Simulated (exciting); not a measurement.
# AlCu3 (Fm-3m) in exciting: equation of state

Aim: energy against volume of AlCu3 in PBEsol, for its equilibrium volume and stiffness.

Everything below comes from runs of exciting (release sodium). Logs are shortened: lines on timing, memory, paths and dates and some standing lists are left out, and cuts for length are marked.

## 1. Starting point

It takes space group Fm-3m (No. 225, cubic). The conventional cell has a = 5.776 Å, b = 5.776 Å, c = 5.776 Å, α = 90.00°, β = 90.00°, γ = 90.00°. Cu (site symmetry -43m) has 4 Al at 2.50 Å and 4 Cu at 2.50 Å as nearest neighbours. Cu (site symmetry m-3m) is surrounded by 8 Cu at 2.50 Å. Around Al (site symmetry m-3m) lie 8 Cu at 2.50 Å.

The cell comes from a database or a generator and needn't be the stable form of this composition.

## 2. Equation of state, PBEsol, 11.32 Å³/atom (volume scaled by 0.94)

Input file input.xml:

```xml
<input>
  <title>AlCu3</title>
  <structure speciespath="./" tshift="false">
    <crystal scale="1">
      <basevect>0.000000000000 5.346139983754 5.346139983754</basevect>
      <basevect>5.346139983754 0.000000000000 5.346139983754</basevect>
      <basevect>5.346139983754 5.346139983754 0.000000000000</basevect>
    </crystal>
    <species speciesfile="Cu.xml" rmt="2">
      <atom coord="0.750000000000 0.750000000000 0.750000000000"/>
      <atom coord="0.250000000000 0.250000000000 0.250000000000"/>
      <atom coord="0.500000000000 0.500000000000 0.500000000000"/>
    </species>
    <species speciesfile="Al.xml" rmt="2">
      <atom coord="0.000000000000 0.000000000000 0.000000000000"/>
    </species>
  </structure>
  <groundstate do="fromscratch" ngridk="8 8 8" rgkmax="9" gmaxvr="14" lmaxapw="10" lmaxmat="10" lmaxvr="8" xctype="GGA_PBE_SOL" stype="Fermi Dirac" swidth="0.00183747" nempty="26" ValenceRelativity="iora*" epsengy="1e-05" epspot="1e-05" maxscl="60" outputlevel="normal"/>
</input>
```

Potentials or basis: all-electron LAPW+lo, shipped species files, valence relativity iora*.

The run is started by

```sh
$ OMP_NUM_THREADS=1 exciting_smp
```

INFO.OUT:

```text
================================================================================
EXCITING SODIUM started
[... 10 lines left out ...]

 Lattice vectors (cartesian) :
      0.0000000000      5.3461399838      5.3461399838
      5.3461399838      0.0000000000      5.3461399838
      5.3461399838      5.3461399838      0.0000000000

 Reciprocal lattice vectors (cartesian) :
     -0.5876375596      0.5876375596      0.5876375596
      0.5876375596     -0.5876375596      0.5876375596
      0.5876375596      0.5876375596     -0.5876375596

 Unit cell volume                           :     305.5983282762
 Brillouin zone volume                      :       0.8116870758

 Species :    1 (Cu)
     parameters loaded from                 :    Cu.xml
     name                                   :    copper
     nuclear charge                         :     -29.00000000
     electronic charge                      :      29.00000000
     atomic mass                            :  115837.27170000
     muffin-tin radius                      :       2.00000000
     # of radial points in muffin-tin       :     350

     atomic positions (lattice) :
       1 :   0.75000000  0.75000000  0.75000000
       2 :   0.25000000  0.25000000  0.25000000
       3 :   0.50000000  0.50000000  0.50000000

 Species :    2 (Al)
     parameters loaded from                 :    Al.xml
     name                                   :    aluminium
     nuclear charge                         :     -13.00000000
     electronic charge                      :      13.00000000
     atomic mass                            :   49184.33493000
     muffin-tin radius                      :       2.00000000
     # of radial points in muffin-tin       :     300

     atomic positions (lattice) :
       1 :   0.00000000  0.00000000  0.00000000

 Total number of atoms per unit cell        :       4

 Spin treatment                             :    spin-unpolarised

 Number of Bravais lattice symmetries       :      48
 Number of crystal symmetries               :      48

 k-point grid                               :       8    8    8
 Total number of k-points                   :      29
 k-point set is reduced with crystal symmetries

 R^MT_min * |G+k|_max (rgkmax)              :       9.00000000
 Species with R^MT_min                      :       1 (Cu)
 Maximum |G+k| for APW functions            :       4.50000000
 Maximum |G| for potential and density      :      14.00000000

 G-vector grid sizes                        :      36    36    36
 Total number of G-vectors                  :   14163

 Maximum angular momentum used for
     APW functions                          :      10
     computing H and O matrix elements      :      10
     potential and density                  :       8
     inner part of muffin-tin               :       2

 Total nuclear charge                       :    -100.00000000
 Total electronic charge                    :     100.00000000
 Total core charge                          :      40.00000000
 Total valence charge                       :      60.00000000

 Number of empty states                     :      26
 Total number of valence states             :      57

 Maximum Hamiltonian size                   :     532
 Maximum number of plane-waves              :     489
 Total number of local-orbitals             :      43

 Exchange-correlation type                  :      22
[... 23 lines left out ...]
+ SCF iteration number :    1                                                  +
++++++++++++++++++++++++++++++++++++++++++++++++++++++++++++++++++++++++++++++++
 Total energy                               :     -5146.63976534
 _______________________________________________________________
 Fermi energy                               :         0.41295187
 Kinetic energy                             :      5314.80334882
 Coulomb energy                             :    -10247.02336464
 Exchange energy                            :      -209.04551791
 Correlation energy                         :        -5.37423160

 DOS at Fermi energy (states/Ha/cell)       :        34.47296273

 Electron charges :
     core                                   :        40.00000000
     core leakage                           :         0.00627897
     valence                                :        60.00000000
     interstitial                           :         8.02782267
     charge in muffin-tin spheres :
                  atom     1    Cu          :        26.93534324
                  atom     2    Cu          :        26.93534324
                  atom     3    Cu          :        26.90319332
                  atom     4    Al          :        11.19829752
     total charge in muffin-tins            :        91.97217733
     total charge                           :       100.00000000

++++++++++++++++++++++++++++++++++++++++++++++++++++++++++++++++++++++++++++++++
+ SCF iteration number :    2                                                  +
++++++++++++++++++++++++++++++++++++++++++++++++++++++++++++++++++++++++++++++++
 Total energy                               :     -5221.99286024
 _______________________________________________________________
 Fermi energy                               :         0.34598626
 Kinetic energy                             :      5282.15935552
 Coulomb energy                             :    -10286.19541028
 Exchange energy                            :      -212.55417724
 Correlation energy                         :        -5.40262824

 DOS at Fermi energy (states/Ha/cell)       :        15.39030875

 Electron charges :
     core                                   :        40.00000000
     core leakage                           :         0.00569802
     valence                                :        60.00000000
     interstitial                           :         6.45668146
     charge in muffin-tin spheres :
                  atom     1    Cu          :        27.54504148
                  atom     2    Cu          :        27.54504148
                  atom     3    Cu          :        27.55824300
                  atom     4    Al          :        10.89499259
     total charge in muffin-tins            :        93.54331854
     total charge                           :       100.00000000

 RMS change in effective potential (target) :  0.123325      ( 0.100000E-04)
 Absolute change in total energy   (target) :   75.3531      ( 0.100000E-04)
 Charge distance                   (target) :  0.499281E-01  ( 0.100000E-04)

++++++++++++++++++++++++++++++++++++++++++++++++++++++++++++++++++++++++++++++++
+ SCF iteration number :    3                                                  +
++++++++++++++++++++++++++++++++++++++++++++++++++++++++++++++++++++++++++++++++
 Total energy                               :     -5208.49005360
 _______________________________________________________________
 Fermi energy                               :         0.35418695
 Kinetic energy                             :      5287.67849370
 Coulomb energy                             :    -10278.83921787
 Exchange energy                            :      -211.93212491
 Correlation energy                         :        -5.39720452

 DOS at Fermi energy (states/Ha/cell)       :         9.81985788

 Electron charges :
     core                                   :        40.00000000
     core leakage                           :         0.00579255
     valence                                :        60.00000000
     interstitial                           :         6.69488538
     charge in muffin-tin spheres :
                  atom     1    Cu          :        27.46195230
                  atom     2    Cu          :        27.46195230
                  atom     3    Cu          :        27.44131170
                  atom     4    Al          :        10.93989831
     total charge in muffin-tins            :        93.30511462
     total charge                           :       100.00000000
[... 408 lines left out ...]
 Electron charges :
     core                                   :        40.00000000
     core leakage                           :         0.00579552
     valence                                :        60.00000000
     interstitial                           :         6.74814820
     charge in muffin-tin spheres :
                  atom     1    Cu          :        27.43664057
                  atom     2    Cu          :        27.43664057
                  atom     3    Cu          :        27.41422056
                  atom     4    Al          :        10.96435010
     total charge in muffin-tins            :        93.25185180
     total charge                           :       100.00000000

 RMS change in effective potential (target) :  0.196009E-07  ( 0.100000E-04)
 Absolute change in total energy   (target) :  0.313302E-05  ( 0.100000E-04)
 Charge distance                   (target) :  0.772950E-08  ( 0.100000E-04)

++++++++++++++++++++++++++++++++++++++++++++++++++++++++++++++++++++++++++++++++
+ SCF iteration number :   18                                                  +
++++++++++++++++++++++++++++++++++++++++++++++++++++++++++++++++++++++++++++++++
 Total energy                               :     -5203.45363346
 _______________________________________________________________
 Fermi energy                               :         0.34977316
 Kinetic energy                             :      5288.40750928
 Coulomb energy                             :    -10274.78391937
 Exchange energy                            :      -211.68207489
 Correlation energy                         :        -5.39514848

 DOS at Fermi energy (states/Ha/cell)       :         8.36888298

 Electron charges :
     core                                   :        40.00000000
     core leakage                           :         0.00579552
     valence                                :        60.00000000
     interstitial                           :         6.74814820
     charge in muffin-tin spheres :
                  atom     1    Cu          :        27.43664055
                  atom     2    Cu          :        27.43664055
                  atom     3    Cu          :        27.41422060
                  atom     4    Al          :        10.96435011
     total charge in muffin-tins            :        93.25185180
     total charge                           :       100.00000000

 RMS change in effective potential (target) :  0.439183E-08  ( 0.100000E-04)
 Absolute change in total energy   (target) :  0.141802E-06  ( 0.100000E-04)
 Charge distance                   (target) :  0.133280E-08  ( 0.100000E-04)

++++++++++++++++++++++++++++++++++++++++++++++++++++++++++++++++++++++++++++++++
| Convergency criteria checked for the last 2 iterations                       +
| Convergence targets achieved. Performing final SCF iteration                 +
++++++++++++++++++++++++++++++++++++++++++++++++++++++++++++++++++++++++++++++++
 Total energy                               :     -5203.45363282
 _______________________________________________________________
 Fermi energy                               :         0.34977316
 Kinetic energy                             :      5288.40750952
 Coulomb energy                             :    -10274.78391900
 Exchange energy                            :      -211.68207486
 Correlation energy                         :        -5.39514848

 DOS at Fermi energy (states/Ha/cell)       :         8.36888290

 Electron charges :
     core                                   :        40.00000000
     core leakage                           :         0.00579552
     valence                                :        60.00000000
     interstitial                           :         6.74814821
     charge in muffin-tin spheres :
                  atom     1    Cu          :        27.43664054
                  atom     2    Cu          :        27.43664054
                  atom     3    Cu          :        27.41422060
                  atom     4    Al          :        10.96435011
     total charge in muffin-tins            :        93.25185179
     total charge                           :       100.00000000

++++++++++++++++++++++++++++++++++++++++++++++++++++++++++++++++++++++++++++++++
[... 12 lines left out ...]
| EXCITING SODIUM stopped                                                      =
================================================================================
```

It took 2.9 min on 1 thread of Intel Xeon 6975P-C (Granite Rapids), shared host; peak memory 0.2 GiB.

Results:

* Free energy: -141593.1898 eV
* Band gap on the k mesh: none (metal or under the smearing width)
* All electrons inside the program's atomic spheres: Cu 27.44, 27.41; Al 10.96 (radii Cu 2.0, Al 2.0 bohr)

Caveat: the log's total energy holds no entropy term; the free energy is that total less TS from the occupations.

## 3. Equation of state, PBEsol, 11.56 Å³/atom (volume scaled by 0.96)

Changes to input.xml since step 2:

```diff
@@ -4,5 +4,5 @@
     <crystal scale="1">
-      <basevect>0.000000000000 5.346139983754 5.346139983754</basevect>
-      <basevect>5.346139983754 0.000000000000 5.346139983754</basevect>
-      <basevect>5.346139983754 5.346139983754 0.000000000000</basevect>
+      <basevect>0.000000000000 5.383790097345 5.383790097345</basevect>
+      <basevect>5.383790097345 0.000000000000 5.383790097345</basevect>
+      <basevect>5.383790097345 5.383790097345 0.000000000000</basevect>
     </crystal>
```

Potentials or basis: all-electron LAPW+lo, shipped species files, valence relativity iora*.

The run is started by

```sh
$ OMP_NUM_THREADS=1 exciting_smp
```

It took 3.1 min on 1 thread of Intel Xeon 6975P-C (Granite Rapids), shared host; peak memory 0.2 GiB.

It converged, with:

```yaml
Free_energy: -141593.2379 eV
Band_gap_on_the_k_mesh: none (metal or under the smearing width)
All_electrons_inside_the_program's_atomic_spheres: Cu 27.42, 27.40; Al 10.95 (radii Cu 2.0, Al 2.0 bohr)
```

Caveat: the log's total energy holds no entropy term; the free energy is that total less TS from the occupations.

## 4. Equation of state, PBEsol, 11.80 Å³/atom (volume scaled by 0.98)

Changes to input.xml since step 3:

```diff
@@ -4,5 +4,5 @@
     <crystal scale="1">
-      <basevect>0.000000000000 5.383790097345 5.383790097345</basevect>
-      <basevect>5.383790097345 0.000000000000 5.383790097345</basevect>
-      <basevect>5.383790097345 5.383790097345 0.000000000000</basevect>
+      <basevect>0.000000000000 5.420920857504 5.420920857504</basevect>
+      <basevect>5.420920857504 0.000000000000 5.420920857504</basevect>
+      <basevect>5.420920857504 5.420920857504 0.000000000000</basevect>
     </crystal>
```

The run is started by

```sh
$ OMP_NUM_THREADS=1 exciting_smp
```

It took 3 min on 1 thread of Intel Xeon 6975P-C (Granite Rapids), shared host; peak memory 0.2 GiB.

The run converged. Its results:

```
Free energy                                       : -141593.2623 eV
Band gap on the k mesh                            : none (metal or under the smearing width)
All electrons inside the program's atomic spheres : Cu 27.41, 27.38; Al 10.93 (radii Cu 2.0, Al 2.0 bohr)
```

Caveat: the log's total energy holds no entropy term; the free energy is that total less TS from the occupations.

## 5. Equation of state, PBEsol, 12.04 Å³/atom

Changes to input.xml since step 4:

```diff
@@ -4,5 +4,5 @@
     <crystal scale="1">
-      <basevect>0.000000000000 5.420920857504 5.420920857504</basevect>
-      <basevect>5.420920857504 0.000000000000 5.420920857504</basevect>
-      <basevect>5.420920857504 5.420920857504 0.000000000000</basevect>
+      <basevect>0.000000000000 5.457549812230 5.457549812230</basevect>
+      <basevect>5.457549812230 0.000000000000 5.457549812230</basevect>
+      <basevect>5.457549812230 5.457549812230 0.000000000000</basevect>
     </crystal>
```

The run is started by

```sh
$ OMP_NUM_THREADS=1 exciting_smp
```

It took 3 min on 1 thread of Intel Xeon 6975P-C (Granite Rapids), shared host; peak memory 0.2 GiB.

Results (log left out):

| Item | Value |
| --- | --- |
| Free energy | -141593.2679 eV |
| Band gap on the k mesh | none (metal or under the smearing width) |
| All electrons inside the program's atomic spheres | Cu 27.39, 27.37; Al 10.91 (radii Cu 2.0, Al 2.0 bohr) |

Caveat: the log's total energy holds no entropy term; the free energy is that total less TS from the occupations.

## 6. Equation of state, PBEsol, 12.28 Å³/atom (volume scaled by 1.02)

Changes to input.xml since step 5:

```diff
@@ -4,5 +4,5 @@
     <crystal scale="1">
-      <basevect>0.000000000000 5.457549812230 5.457549812230</basevect>
-      <basevect>5.457549812230 0.000000000000 5.457549812230</basevect>
-      <basevect>5.457549812230 5.457549812230 0.000000000000</basevect>
+      <basevect>0.000000000000 5.493693579584 5.493693579584</basevect>
+      <basevect>5.493693579584 0.000000000000 5.493693579584</basevect>
+      <basevect>5.493693579584 5.493693579584 0.000000000000</basevect>
     </crystal>
```

Potentials or basis: all-electron LAPW+lo, shipped species files, valence relativity iora*.

The run is started by

```sh
$ OMP_NUM_THREADS=1 exciting_smp
```

Run time: 3.2 min. Hardware: 1 thread of Intel Xeon 6975P-C (Granite Rapids), shared host; peak memory 0.2 GiB.

Results (log left out):

* Free energy: -141593.2556 eV
* Band gap on the k mesh: none (metal or under the smearing width)
* All electrons inside the program's atomic spheres: Cu 27.38, 27.36; Al 10.90 (radii Cu 2.0, Al 2.0 bohr)

Caveat: the log's total energy holds no entropy term; the free energy is that total less TS from the occupations.

(Part 1 of 2 ends here.)
